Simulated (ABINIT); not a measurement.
Crystal: CdF2.

```
Cd F
1.0
     0.00000    2.69400    2.69400
     2.69400    0.00000    2.69400
     2.69400    2.69400    0.00000
Cd F
1 2
Cartesian
  0.0000 0.0000 0.0000
  4.0410 4.0410 4.0410
  1.3470 1.3470 1.3470
```

Base run:

- Program: ABINIT 10.8.3 (patched build)
- Functional: PW91
- Potentials or basis: JTH PAW PBE v2.0
- Cutoff: 762 eV
- k mesh: 9 × 9 × 9
- Occupations: fermi-dirac, width 0.05 eV
- Spin: no spin polarisation

Its results: band gap on the k mesh 3.11 eV, indirect (least direct gap 3.57 eV); pressure 3.4 GPa.

Problem. The run is repeated on the same cell with these changes: functional from PW91 to LDA. What comes out?

Solution. Band gap on the k mesh 2.81 eV, indirect (least direct gap 3.25 eV); pressure -6.7 GPa.

LDA binds more tightly than PW91, so the same cell stands under less pressure.

Caveats: the PAW data sets were made with another functional, which shifts forces and pressure a little; an odd mesh through Γ misses points on the zone boundary, where band edges often lie.
